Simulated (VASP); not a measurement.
Set up this calculation in VASP 6.6.1, as the native input.

```
Task                   : single point
Functional             : PBE
Potentials or basis    : VASP PAW PBE potentials, release 64 (Mg, O)
Cutoff                 : 520 eV
k mesh                 : 8 × 8 × 8
Occupations            : gaussian, width 0.02 eV
Spin                   : no spin polarisation
Dipole correction      : no
Further INCAR settings : ALGO = Normal; EDIFF = 1e-06; NBANDS = 11
```

The structure of MgO lies in POSCAR:

```
MgO
1.0
    0.0000000000      2.2040000000      2.2040000000
    2.2040000000      0.0000000000      2.2040000000
    2.2040000000      2.2040000000      0.0000000000
Mg O
1 1
Direct
    0.0000000000      0.0000000000      0.0000000000
    0.5000000000      0.5000000000      0.5000000000
```

The input as run:

INCAR

```
SYSTEM = MgO
ALGO = Normal ; EDIFF = 1E-6
ENCUT = 520 ; GGA = PE
ISIF = 2 ; ISMEAR = 0
LASPH = .True. ; LCHARG = .False.
LREAL = .False. ; LWAVE = .False.
NBANDS = 11 ; NELM = 80
PREC = Accurate ; SIGMA = 0.02
```

KPOINTS

```
k-points
0
Gamma
  8 8 8
  0 0 0
```

Potentials or basis: VASP PAW PBE potentials, release 64 (Mg, O).

The run is started by

```bash
$ cat potpaw_PBE.64/Mg/POTCAR potpaw_PBE.64/O/POTCAR > POTCAR
$ mpirun -np 1 vasp_std > vasp.out
```

It gave:

The pressure is -13.5 GPa and the band gap on the k mesh is 3.51 eV, direct.

Wall time 6.3 s on 1 thread of AMD EPYC 7R13 Processor (Zen 3), with other jobs on the host, peak memory 0.11 GiB.
